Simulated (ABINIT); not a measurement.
# InP (F-43m) in ABINIT: single point with PBE

Aim: the single point of InP with PBE.

Program: ABINIT 10.8.3 (patched build). These are calculated values, not measurements. Logs are shortened: lines on timing, memory, paths and dates and some standing lists are left out, and cuts for length are marked. The log counts tension as positive stress, the text compression.

**The experiment to reproduce.**

A printed reference work, data compilation reports, for a bulk crystal of InP at 1.6 K: band gap 1.4236 eV (direct).

The results are compared with them further down.

## 1. The crystal as given

The structure is cubic, space group F-43m (No. 216). Conventional cell: a = 5.861 Å, b = 5.861 Å, c = 5.861 Å, α = 90.00°, β = 90.00°, γ = 90.00°. Around In (site symmetry -43m) lie 4 P at 2.54 Å. P (site symmetry -43m) has 4 In at 2.54 Å as nearest neighbours.

## 2. Single point, PBE

Contents of run.abi:

```
pp_dirpath "./"
pseudos "49_In_13_2.5_3.1_pbe_n_v1.0.psp8, 15_P_5_1.8_1.9_pbe_n_v1.0.psp8"

acell 3*1.0
rprim
     0.0000000000     5.5378424082     5.5378424082
     5.5378424082     0.0000000000     5.5378424082
     5.5378424082     5.5378424082     0.0000000000
ntypat 2
znucl 49 15
natom 2
typat 1 2
xcart
     0.0000000000     0.0000000000     0.0000000000
     8.3067636123     8.3067636123     8.3067636123

ecut 25.0

kptopt 1
ngkpt 6 6 6
nshiftk 1
shiftk 0.0 0.0 0.0

ixc 11

nband 13
occopt 3
tsmear 0.05 eV

nstep 100
tolvrs 1.0e-10

iomode 3
prtwf 0
prtden 0
prteig 0
prtebands 0
prtvol 2
```

Potentials or basis: SPMS NC PBE v1.0.

On the command line:

```sh
> abinit run.abi > log 2>&1
```

run.abo:

```text
.Version 10.8.3 of ABINIT
 Symmetries : space group F-4 3 m (#216); Bravais cF (face-center cubic)
================================================================================
 Values of the parameters that define the memory need of the present run
     intxc =       0    ionmov =       0      iscf =       7    lmnmax =       6
     lnmax =       6     mgfft =      36  mpssoang =       3    mqgrid =    3001
     natom =       2  nloc_mem =       1    nspden =       1   nspinor =       1
    nsppol =       1      nsym =      24    n1xccc =    2501    ntypat =       2
    occopt =       3   xclevel =       2
       mpw =        2044          nfft =       46656          nkpt =          16
================================================================================
================================================================================

--------------------------------------------------------------------------------
------------- Echo of variables that govern the present computation ------------
--------------------------------------------------------------------------------
 -outvars: echo values of preprocessed input variables --------
            acell      1.0000000000E+00  1.0000000000E+00  1.0000000000E+00 Bohr
              amu      1.14820000E+02  3.09737620E+01
             ecut      2.50000000E+01 Hartree
              ixc          11
         kptrlatt        6    0    0      0    6    0      0    0    6
          kptrlen      4.69901510E+01
            natom           2
            nband          13
            ngfft          36      36      36
             nkpt          16
            nstep         100
             nsym          24
           ntypat           2
           occopt           3
           prtden           0
        prtebands           0
           prteig           0
           prtvol           2
            prtwf           0
            rprim      0.0000000000E+00  5.5378424082E+00  5.5378424082E+00
                       5.5378424082E+00  0.0000000000E+00  5.5378424082E+00
                       5.5378424082E+00  5.5378424082E+00  0.0000000000E+00
          spgroup         216
           tolvrs      1.00000000E-10
           tsmear      1.83746611E-03 Hartree
            typat      1  2
           xangst      0.0000000000E+00  0.0000000000E+00  0.0000000000E+00
                       4.3957499970E+00  4.3957499970E+00  4.3957499970E+00
            xcart      0.0000000000E+00  0.0000000000E+00  0.0000000000E+00
                       8.3067636123E+00  8.3067636123E+00  8.3067636123E+00
             xred      0.0000000000E+00  0.0000000000E+00  0.0000000000E+00
                       7.5000000000E-01  7.5000000000E-01  7.5000000000E-01
            znucl       49.00000   15.00000

================================================================================

 chkinp: Checking input parameters for consistency.

================================================================================
== DATASET  1 ==================================================================

--- !DatasetInfo
iteration_state: {dtset: 1, }
dimensions: {natom: 2, nkpt: 16, mband: 13, nsppol: 1, nspinor: 1, nspden: 1, mpw: 2044, }
cutoff_energies: {ecut:  25.0, pawecutdg:  -1.0, }
electrons: {nelect:   1.80000000E+01, charge:   0.00000000E+00, occopt:   3.00000000E+00, tsmear:   1.83746611E-03, }
meta: {optdriver: 0, ionmov: 0, optcell: 0, iscf: 7, paral_kgb: 0, }
...

 Exchange-correlation functional for the present dataset will be:
  GGA: Perdew-Burke-Ernzerhof functional - ixc=11
  J.P.Perdew, K.Burke, M.Ernzerhof, PRL 77, 3865 (1996)

 Real(R)+Recip(G) space primitive vectors, cartesian coordinates (Bohr,Bohr^-1):
 R(1)=  0.0000000  5.5378424  5.5378424  G(1)= -0.0902879  0.0902879  0.0902879
 R(2)=  5.5378424  0.0000000  5.5378424  G(2)=  0.0902879 -0.0902879  0.0902879
 R(3)=  5.5378424  5.5378424  0.0000000  G(3)=  0.0902879  0.0902879 -0.0902879
 Unit cell volume ucvol=  3.3966576E+02 bohr^3
 Angles (23,13,12)=  6.00000000E+01  6.00000000E+01  6.00000000E+01 degrees

 getcut: wavevector=  0.0000  0.0000  0.0000  ngfft=  36  36  36
         ecut(hartree)=     25.000   => boxcut(ratio)=   2.04226

--- Pseudopotential description ------------------------------------------------
- pspini: atom type   1  psp file is ./49_In_13_2.5_3.1_pbe_n_v1.0.psp8
    8   11    2    4       600   0.00000      pspcod,pspxc,lmax,lloc,mmax,r2well
    5.99000000000000    5.00000000000000    0.00000000000000   rchrg,fchrg,qchrg
     nproj     2     2     2
     extension_switch     1

- pspini: atom type   2  psp file is ./15_P_5_1.8_1.9_pbe_n_v1.0.psp8
    8   11    2    4       600   0.00000      pspcod,pspxc,lmax,lloc,mmax,r2well
    5.99000000000000    5.00000000000000    0.00000000000000   rchrg,fchrg,qchrg
     nproj     2     2     2
     extension_switch     1

   7.79110456E+02                                ecore*ucvol(ha*bohr**3)
--------------------------------------------------------------------------------

================================================================================

--- !BeginCycle
iteration_state: {dtset: 1, }
solver: {iscf: 7, nstep: 100, nline: 4, wfoptalg: 0, }
tolerances: {tolvrs: 1.00E-10, }
...

[... 53 lines left out ...]

 ----iterations are completed or convergence reached----

 Mean square residual over all n,k,spin=   15.607E-08; max=  31.516E-06
   0.0000  0.0000  0.0000    1  4.49143E-16 kpt; spin; max resid(k); each band:
  3.55E-16 3.55E-16 3.55E-16 9.64E-18 9.32E-18 8.66E-17 4.36E-16 4.49E-16
  4.43E-16 4.24E-16 1.16E-16 1.12E-16 2.13E-16
   0.1667  0.0000  0.0000    1  2.38134E-15 kpt; spin; max resid(k); each band:
  4.74E-16 3.21E-16 3.20E-16 2.02E-17 1.97E-17 3.72E-16 8.66E-16 3.99E-16
  3.99E-16 7.82E-16 2.38E-15 1.22E-15 7.95E-16
   0.3333  0.0000  0.0000    1  1.37567E-14 kpt; spin; max resid(k); each band:
  7.32E-16 2.99E-16 3.00E-16 5.52E-17 5.42E-17 6.78E-16 1.07E-15 2.80E-16
  2.80E-16 1.07E-15 1.64E-15 1.53E-15 1.38E-14
   0.5000  0.0000  0.0000    1  6.79107E-15 kpt; spin; max resid(k); each band:
  9.69E-16 3.17E-16 3.17E-16 5.49E-17 5.50E-17 7.07E-16 1.46E-15 2.20E-16
  2.32E-16 9.07E-16 9.30E-16 1.01E-15 6.79E-15
   0.1667  0.1667  0.0000    1  1.32462E-14 kpt; spin; max resid(k); each band:
  5.05E-16 2.99E-16 2.99E-16 5.38E-17 6.72E-18 3.89E-16 9.35E-16 3.34E-16
  3.34E-16 8.60E-16 2.49E-15 5.99E-15 1.32E-14
   0.3333  0.1667  0.0000    1  2.69578E-14 kpt; spin; max resid(k); each band:
  6.74E-16 3.24E-16 2.54E-16 1.68E-16 3.28E-17 6.55E-16 8.97E-16 4.55E-16
[... 16 lines left out ...]
  -0.3333  0.3333  0.0000    1  4.38511E-09 kpt; spin; max resid(k); each band:
  7.83E-16 4.81E-16 1.97E-16 1.97E-16 3.01E-17 7.36E-16 6.91E-16 8.57E-16
  1.67E-16 1.89E-15 6.99E-15 6.99E-11 4.39E-09
   0.5000  0.5000  0.0000    1  7.78759E-07 kpt; spin; max resid(k); each band:
  9.89E-16 3.61E-16 6.05E-17 8.98E-17 1.48E-18 6.95E-16 5.47E-16 1.36E-16
  9.56E-17 7.95E-16 8.34E-16 7.79E-07 7.28E-10
   0.5000  0.3333  0.1667    1  1.61328E-07 kpt; spin; max resid(k); each band:
  7.67E-16 3.93E-16 2.20E-16 1.77E-16 3.38E-17 7.45E-16 8.12E-16 5.17E-16
  4.46E-16 1.46E-15 1.86E-15 4.09E-15 1.61E-07
  -0.3333  0.3333  0.1667    1  7.57330E-10 kpt; spin; max resid(k); each band:
  7.97E-16 4.47E-16 1.50E-16 2.59E-16 5.44E-17 7.42E-16 6.94E-16 6.87E-16
  3.96E-16 2.05E-15 3.23E-15 3.06E-15 7.57E-10
  -0.3333  0.5000  0.1667    1  2.31205E-15 kpt; spin; max resid(k); each band:
  8.77E-16 3.63E-16 1.41E-16 2.41E-16 5.25E-17 7.32E-16 4.75E-16 3.09E-16
  7.63E-16 1.81E-15 5.92E-16 2.31E-15 6.69E-16
 reduced coordinates (array xred) for    2 atoms
       0.000000000000      0.000000000000      0.000000000000
       0.750000000000      0.750000000000      0.750000000000
 rms dE/dt=  0.0000E+00; max dE/dt=  0.0000E+00; dE/dt below (all hartree)
    1       0.000000000000      0.000000000000      0.000000000000
    2       0.000000000000      0.000000000000      0.000000000000

 cartesian coordinates (angstrom) at end:
    1      0.00000000000000     0.00000000000000     0.00000000000000
    2      4.39574999700532     4.39574999700532     4.39574999700532

 cartesian forces (hartree/bohr) at end:
    1     -0.00000000000000    -0.00000000000000    -0.00000000000000
    2     -0.00000000000000    -0.00000000000000    -0.00000000000000
 frms,max,avg= 0.0000000E+00 0.0000000E+00   0.000E+00  0.000E+00  0.000E+00 h/b

 cartesian forces (eV/Angstrom) at end:
    1     -0.00000000000000    -0.00000000000000    -0.00000000000000
    2     -0.00000000000000    -0.00000000000000    -0.00000000000000
 frms,max,avg= 0.0000000E+00 0.0000000E+00   0.000E+00  0.000E+00  0.000E+00 e/A
 length scales=  1.000000000000  1.000000000000  1.000000000000 bohr
              =  0.529177210544  0.529177210544  0.529177210544 angstroms
 Fermi (or HOMO) energy (hartree) =   0.16530   Average Vxc (hartree)=  -0.34897
 Eigenvalues (hartree) for nkpt=  16  k points:
 kpt#   1, nband= 13, wtk=  0.00463, kpt=  0.0000  0.0000  0.0000 (reduced coord)
  -0.37319   -0.37319   -0.37319   -0.36772   -0.36772   -0.27202    0.15126    0.15126
   0.15126    0.17730    0.30158    0.30158    0.30158
      occupation numbers for kpt#   1
   2.00000    2.00000    2.00000    2.00000    2.00000    2.00000    1.99904    1.99904
   1.99904    0.00291    0.00000    0.00000    0.00000
 kpt#   2, nband= 13, wtk=  0.03704, kpt=  0.1667  0.0000  0.0000 (reduced coord)
  -0.37431   -0.37274   -0.37274   -0.36770   -0.36770   -0.26058    0.07092    0.14009
   0.14009    0.21748    0.31673    0.31772    0.31772
      occupation numbers for kpt#   2
   2.00000    2.00000    2.00000    2.00000    2.00000    2.00000    2.00000    2.00000
   2.00000    0.00000    0.00000    0.00000    0.00000
 kpt#   3, nband= 13, wtk=  0.03704, kpt=  0.3333  0.0000  0.0000 (reduced coord)
  -0.37641   -0.37203   -0.37203   -0.36746   -0.36746   -0.23101   -0.01662    0.12277
   0.12277    0.21198    0.33011    0.33011    0.38247
      occupation numbers for kpt#   3
   2.00000    2.00000    2.00000    2.00000    2.00000    2.00000    2.00000    2.00000
[... 64 lines left out ...]
      occupation numbers for kpt#  14
   2.00000    2.00000    2.00000    2.00000    2.00000    2.00000    2.00000    2.00000
   2.00000    0.00000    0.00000    0.00000    0.00000
 kpt#  15, nband= 13, wtk=  0.11111, kpt= -0.3333  0.3333  0.1667 (reduced coord)
  -0.37823   -0.37124   -0.37016   -0.36821   -0.36723   -0.19035   -0.05144    0.03747
   0.07499    0.28554    0.30870    0.36123    0.42473
      occupation numbers for kpt#  15
   2.00000    2.00000    2.00000    2.00000    2.00000    2.00000    2.00000    2.00000
   2.00000    0.00000    0.00000    0.00000    0.00000
 kpt#  16, nband= 13, wtk=  0.05556, kpt= -0.3333  0.5000  0.1667 (reduced coord)
  -0.37894   -0.37057   -0.36970   -0.36873   -0.36693   -0.18285   -0.05619    0.04812
   0.04909    0.27199    0.28434    0.40131    0.41165
      occupation numbers for kpt#  16
   2.00000    2.00000    2.00000    2.00000    2.00000    2.00000    2.00000    2.00000
   2.00000    0.00000    0.00000    0.00000    0.00000
 Total charge density [el/Bohr^3]
)     Maximum=    7.2514E-01  at reduced coord.    0.0278    0.1111    0.8611
)Next maximum=    7.2514E-01  at reduced coord.    0.0000    0.1111    0.8611
)     Minimum=    3.5960E-04  at reduced coord.    0.0000    0.0000    0.0000
)Next minimum=    1.0353E-03  at reduced coord.    0.7500    0.7500    0.7500
   Integrated=    1.8000E+01

--- !EnergyTerms
iteration_state     : {dtset: 1, }
comment             : Components of total free energy in Hartree
kinetic             :  3.59328372689416E+01
hartree             :  1.53402003516600E+01
xc                  : -1.95095689826881E+01
Ewald energy        : -4.48602020983076E+01
psp_core            :  2.29375621644784E+00
local_psp           : -4.55504499023347E+01
non_local_psp       : -1.20331254863842E+01
internal            : -6.83865526326652E+01
'-kT*entropy'       : -4.02627787703199E-07
total_energy        : -6.83865530352930E+01
total_energy_eV     : -1.86089290867462E+03
band_energy         : -3.85144662546546E+00
...

 Cartesian components of stress tensor (hartree/bohr^3)
  sigma(1 1)= -1.19787654E-04  sigma(3 2)=  0.00000000E+00
  sigma(2 2)= -1.19787654E-04  sigma(3 1)=  0.00000000E+00
  sigma(3 3)= -1.19787654E-04  sigma(2 1)=  0.00000000E+00

-Cartesian components of stress tensor (GPa)         [Pressure=  3.5243E+00 GPa]
- sigma(1 1)= -3.52427445E+00  sigma(3 2)=  0.00000000E+00
- sigma(2 2)= -3.52427445E+00  sigma(3 1)=  0.00000000E+00
- sigma(3 3)= -3.52427445E+00  sigma(2 1)=  0.00000000E+00

== END DATASET(S) ==============================================================
================================================================================

 -outvars: echo values of variables after computation  --------
            acell      1.0000000000E+00  1.0000000000E+00  1.0000000000E+00 Bohr
           etotal     -6.8386553035E+01
            fcart     -0.0000000000E+00 -0.0000000000E+00 -0.0000000000E+00
                      -0.0000000000E+00 -0.0000000000E+00 -0.0000000000E+00
            rprim      0.0000000000E+00  5.5378424082E+00  5.5378424082E+00
                       5.5378424082E+00  0.0000000000E+00  5.5378424082E+00
                       5.5378424082E+00  5.5378424082E+00  0.0000000000E+00
           strten     -1.1978765369E-04 -1.1978765369E-04 -1.1978765369E-04
                       0.0000000000E+00  0.0000000000E+00  0.0000000000E+00
           xangst      0.0000000000E+00  0.0000000000E+00  0.0000000000E+00
                       4.3957499970E+00  4.3957499970E+00  4.3957499970E+00
             xred      0.0000000000E+00  0.0000000000E+00  0.0000000000E+00
                       7.5000000000E-01  7.5000000000E-01  7.5000000000E-01
 Calculation completed.
```

Run time: 13 s. Hardware: 1 thread of Arm Neoverse V1, shared host; peak memory 0.07 GiB.

Results:

| Property | Result |
| --- | --- |
| Free energy | -1860.8929 eV |
| Pressure | 3.5 GPa |
| Band gap on the k mesh | 0.71 eV, direct |
| Valence electrons inside the program's atomic spheres | In 9.88; P 2.76 |

Levels at points of the mesh, in eV from the valence-band top:
```tsv
k point	band 7	band 8	band 9	band 10	band 11	band 12
(0.00, 0.00, 0.00)	0.00	0.00	0.00	0.71	4.09	4.09
(0.50, 0.00, 0.00)	-5.73	-0.97	-0.97	1.50	4.81	4.81
(0.50, 0.50, 0.00)	-5.76	-2.32	-2.32	1.76	2.26	9.24
```

Caveat: spin-orbit coupling is left out, which moves the levels of the heavy elements.

## 3. Against experiment

Step 2. Measured gap of InP: 1.4236 eV (direct; 1.6 K; a printed reference work, data compilation). This calculation gives 0.71 eV (-0.71 eV). Spin-orbit coupling on In is left out. The value is that of PBE, without temperature or zero-point motion. Semilocal functionals fall short of measured gaps as a rule.
